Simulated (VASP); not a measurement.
Wanted: the native input for a VASP 6.6.1 run.

```
Task                   : single point
Functional             : LDA
Potentials or basis    : VASP PAW LDA potentials, release 64 (Os)
Cutoff                 : 520 eV
k mesh                 : 20 × 20 × 20
Occupations            : gaussian, width 0.1 eV
Spin                   : no spin polarisation
Dipole correction      : no
Further INCAR settings : ALGO = Normal; EDIFF = 1e-07; NBANDS = 10
```

The structure of Os lies in POSCAR:

```
Os
1.0
   -1.5234670503      1.5234670503      1.5234670503
    1.5234670503     -1.5234670503      1.5234670503
    1.5234670503      1.5234670503     -1.5234670503
Os
1
Direct
    0.0000000000      0.0000000000      0.0000000000
```

This isn't the form of Os at room conditions, which is hcp.

One way to write it, as run:

INCAR

```
SYSTEM = Os
PREC = Accurate
ENCUT = 520
EDIFF = 1E-7
ISMEAR = 0
SIGMA = 0.1
LREAL = .False.
LASPH = .True.
NELM = 100
ALGO = Normal
ISIF = 2
LWAVE = .False.
LCHARG = .False.
NBANDS = 10
```

KPOINTS

```
Automatic mesh
0
Gamma
  20 20 20
  0 0 0
```

Potentials or basis: VASP PAW LDA potentials, release 64 (Os).

Run with:

```bash
$ cat potpaw_LDA.64/Os/POTCAR > POTCAR
$ mpirun -np 1 vasp_std > vasp.out
```

Results of the run:

```yaml
Pressure: 1.1 GPa
Band_gap_on_the_k_mesh: none (metal or under the smearing width)
```

Wall time 20 s on 1 thread of AMD EPYC 7R13 Processor (Zen 3), on a shared host, peak memory 0.12 GiB.
